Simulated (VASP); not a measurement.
# Sb under changes of volume

One of the cells (30.502 Å³/atom); the others are scaled copies at fixed shape and fractional positions:

```
Sb
1.0
     3.14308    0.00000    0.00000
     0.00000    4.37631    0.00000
    -0.03917    0.00000    4.43503
Sb
2
Cartesian
  0.0263 1.0941 1.0696
  3.0776 3.2822 3.3655
```

This isn't the form of Sb at room conditions, which is rhombohedral.

- Program: VASP 6.6.1
- Functional: PBEsol
- Potentials or basis: VASP PAW PBE potentials, release 64 (Sb)
- Cutoff: 520 eV
- k mesh: 9 × 6 × 6
- Occupations: fermi-dirac, width 0.05 eV
- Spin: no spin polarisation

| volume (Å³/atom) | energy over the lowest point (meV/atom) | pressure (GPa) | largest force (eV/Å) |
| --- | --- | --- | --- |
| 28.110 | 3.09 | 1.6 | 0.153 |
| 28.708 | 0.00 | 0.2 | 0.115 |
| 29.306 | 1.77 | -1.1 | 0.081 |
| 30.502 | 17.72 | -3.1 | 0.035 |
| 31.100 | ? | ? | ? |
| 31.698 | 47.21 | -4.7 | 0.051 |

Problem. What does the run at 31.100 Å³/atom give?

Solution. Energy over the lowest point 30.97 meV/atom; pressure -4.0 GPa; largest force 0.035 eV/Å.

Worked out: A Birch-Murnaghan fit of order 3 (a polynomial in V^(-2/3)) to the other rows has its minimum at 28.78 Å³/atom with B0 = V·E''(V) = 62 GPa and B' = 4.9 at fixed shape and positions, which overstates the stiffness. It gives 30.97 meV/atom at 31.100 Å³/atom, against the run's 30.97, and -dE/dV = -4.0 GPa, against -4.0.

Energies are extrapolated to zero smearing.

Caveats: the PAW data sets were made with another functional, which shifts forces and pressure a little.
